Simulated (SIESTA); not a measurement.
**KBr in SIESTA: convergence with k mesh**

Input of the first run (k mesh 2 × 2 × 2); the others differ in this setting and in those tied to it:

Contents of run.py:

```python
from ase import Atoms
from ase.calculators.siesta import Siesta
from ase.units import Ry, GPa

atoms = Atoms(
    ['Br', 'K'],
    cell=[
        [0.0, 3.3, 3.3],
        [3.3, 0.0, 3.3],
        [3.3, 3.3, 0.0],
    ],
    scaled_positions=[
        [0.498136, 0.504993, 0.504796],
        [-0.003267, 0.013194, -0.005341],
    ],
    pbc=True,
)

fdf = {
    'SCFMustConverge': False,
    'OccupationFunction': 'FD',
    'ElectronicTemperature': '0.05 eV',
    'MaxSCFIterations': '120',
    'SCF.Mixer.Method': 'Pulay',
    'SCF.Mixer.Weight': '0.25',
    'SCF.Mixer.History': '8',
    'SCF.DM.Tolerance': '5.0e-05',
    'SCF.H.Tolerance': '1.0e-03 eV',
    'WriteForces': 'true',
    'Charge.Mulliken': 'end',
    'PAO.Basis': ['K.2 5', 'n=3 0 1', '  4.024', 'n=4 0 2', '  9.500 0.000', 'n=3 1 1', '  4.801', 'n=4 1 1', '  9.500', 'n=3 2 1', '  7.000'],
}
calc = Siesta(
    label="KBr",
    command="siesta < PREFIX.fdf > PREFIX.out",
    pseudo_path="pseudos",
    pseudo_qualifier="",
    xc=('GGA', 'PBEsol'),
    basis_set="DZP",
    mesh_cutoff=800 * Ry,
    energy_shift=0.002 * Ry,
    kpts=[2, 2, 2],
    spin="non-polarized",
    fdf_arguments=fdf,
)
atoms.calc = calc

print(f"energy = {atoms.get_potential_energy():.6f} eV")
free = atoms.get_potential_energy(force_consistent=True)
print(f"free energy = {free:.6f} eV")
print("forces (eV/A):")
print(atoms.get_forces(apply_constraint=False).round(6))
print("stress (GPa, Voigt order, tension positive):", (atoms.get_stress() / GPa).round(4))
```

Potentials or basis: PseudoDojo 0.4 standard (PBEsol files), DZP (energy shift 0.002 Ry; d shell added on K).

Launch:

```sh
$ python run.py
```

The cell isn't the ideal one: atoms moved at random, drawn with an rms of 0.05 Å.

Hardware: 1 thread of Arm Neoverse V1, on a shared host.

| k mesh | energy less the tightest run, at zero smearing (meV/atom) | pressure (GPa) | largest force (eV/Å) | gap on the mesh (eV) | SCF cycles | CPU time (s) | peak memory (GiB) |
| --- | --- | --- | --- | --- | --- | --- | --- |
| 2 × 2 × 2 | 53.67 | 0.23 | 0.046 | 4.308 | 7 | 28 | 0.34 |
| 3 × 3 × 3 | 2.94 | -0.23 | 0.052 | 4.339 | 7 | 28 | 0.34 |
| 4 × 4 × 4 | 0.23 | -0.28 | 0.052 | 4.342 | 7 | 29 | 0.34 |
| 5 × 5 × 5 | 0.01 | -0.29 | 0.052 | 4.342 | 7 | 29 | 0.34 |
| 6 × 6 × 6 | 0.00 | -0.29 | 0.052 | 4.342 | 7 | 29 | 0.34 |
| 7 × 7 × 7 | 0.00 | -0.29 | 0.052 | 4.342 | 7 | 30 | 0.34 |
| 9 × 9 × 9 | 0.00 | -0.29 | 0.052 | 4.342 | 7 | 31 | 0.34 |

Against the tightest run, the energy stays within 1 meV/atom from 4 × 4 × 4 on; the pressure stays within 0.1 GPa from 3 × 3 × 3 on; the largest force stays within 0.005 eV/Å from 3 × 3 × 3 on; the gap on the mesh stays within 0.01 eV from 3 × 3 × 3 on. Meshes of other sizes hit other points, so gaps and Fermi surfaces needn't settle smoothly. The tightest run that finished is the yardstick and may itself not be fully converged.

Caveat, for the tightest run too: semicore shells carry a single zeta, which can move pressures by several GPa and volumes by a few percent; an odd mesh through Γ misses points on the zone boundary, where band edges often lie; the basis of atomic orbitals isn't converged, which shifts pressures, moduli and gaps.
